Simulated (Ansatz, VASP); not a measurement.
## Os in VASP and in Ansatz

```
Os
1.0
     2.41351    0.00000    0.00000
     0.00000    2.41351    0.00000
     0.00000    0.00000    2.41351
Os
1
Direct
  0.00000 0.00000 0.00000
```

Change from the starting cell: volume scaled by 0.84, LAPW.

Alike in both runs: task single point; functional PBE; k mesh 17 × 17 × 17; occupations fermi-dirac, width 0.08 eV; no spin polarisation.

|  | VASP | Ansatz |
| --- | --- | --- |
| version | VASP 6.6.1 | Ansatz 0.2.0 |
| potentials or method | VASP PAW PBE potentials, release 64 (Os), cutoff 520 eV | all-electron LAPW, scalar-relativistic |

```csv
,VASP,Ansatz,Ansatz less VASP
pressure (GPa),70.8,69.8,-1.00
```

Ansatz ran all-electron here, so the differences hold the error of VASP's frozen core and of both bases.

Caveats: the cell as given lies far from equilibrium; so large a pressure means that the cell lies far from this level's equilibrium, or that cutoff or potentials fall short (VASP). Spin-orbit coupling is left out, which matters for the levels of Os.
